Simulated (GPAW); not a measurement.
## BN in GPAW: tuning density mixer

The system is BN.

```
N B
1.0
     2.49824    0.00000    0.00000
    -1.24912    2.16354    0.00000
     0.00000    0.00000    6.63570
N B
2 2
Direct
  0.66667 0.33333 0.25000
  0.33333 0.66667 0.75000
  0.66667 0.33333 0.75000
  0.33333 0.66667 0.25000
```

- Program: GPAW 26.7.0
- Task: tuning run
- Functional: PBE
- Potentials or basis: GPAW PAW data sets (gpaw-data 1.2.1)
- Cutoff: 800 eV
- Basis: pw
- k mesh: 9 × 9 × 3
- Occupations: fermi-dirac, width 0.05 eV
- Spin: no spin polarisation

These are the settings of the first run; the series varies density mixer, with any setting tied to it.

Hardware: 1 thread of Arm Neoverse N1.

| density mixer | energy less the last converged row (meV/atom) | SCF cycles | wall time (s) | peak memory (GiB) |
| --- | --- | --- | --- | --- |
| default | 0.00 | 10 | 36 | 0.16 |
| pulay | 0.00 | 12 | 41 | 0.16 |
| pulay beta=0.02 nmaxold=8 weight=100.0 | 0.00 | 14 | 50 | 0.16 |
| pulay beta=0.25 nmaxold=5 weight=1.0 | 0.00 | 11 | 36 | 0.16 |
| msr1 nmaxold=20 | 0.00 | 10 | 36 | 0.17 |
| msr1 beta=0.15 | 0.00 | 10 | 35 | 0.16 |
| pulay beta=0.15 nmaxold=20 weight=50.0 | 0.00 | 12 | 40 | 0.16 |
| msr1 weight=1.0 | 0.00 | 10 | 36 | 0.16 |
| msr1 weight=100.0 beta=0.02 | 0.00 | 10 | 36 | 0.16 |

Fastest here: msr1 beta=0.15 (35 s), level within noise with default, pulay, pulay beta=0.25 nmaxold=5 weight=1.0, msr1 nmaxold=20, pulay beta=0.15 nmaxold=20 weight=50.0, msr1 weight=1.0, msr1 weight=100.0 beta=0.02; slowest of those that converged: pulay beta=0.02 nmaxold=8 weight=100.0 (50 s). These are single runs, one after another on one machine, so differences under about a fifth mean little.
